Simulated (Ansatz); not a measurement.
# Ir: how the free axis answers a strain

Ir, Fm-3m, a = 3.871 Å. Ansatz: PBE, PAW, 420 eV, Γ-centred 18×18×14 mesh on 2 atoms, Gaussian smearing 0.10 eV; no spin polarisation. Series: biaxial strain in the a-b plane, c and atoms relaxed; x is the strain in per cent. The axes a, b, c are those of the computed cell (2.737, 2.737, 3.871 Å), along [1 1 0], [-1 1 0], [0 0 1] of the cell named above. y is the change of c in per cent of 3.871 Å.

| x (%) | y (%) |
| --- | --- |
| -3.0 | ? |
| -2.0 | 1.60 |
| -1.0 | 0.79 |
| 0.0 | 0.00 |
| 1.0 | -0.76 |
| 2.0 | -1.53 |
| 3.0 | -2.31 |

Question: Fit y = c1 x + c2 x² to the other rows, say what c1 measures, and predict the missing y.

Answer: Least squares on the rows shown. y = −0.7844 x + 0.006085 x². With no stress along c, c1 = −2C12/C11 = -0.784. At x = -3.0 the fit asked for gives 2.41 %. The run gave 2.43 %, so the fit is 0.02 % too low, within twice the rms miss on the fitted rows (0.01 %).

Spin–orbit coupling is left out, which can shift energies with elements as heavy as these.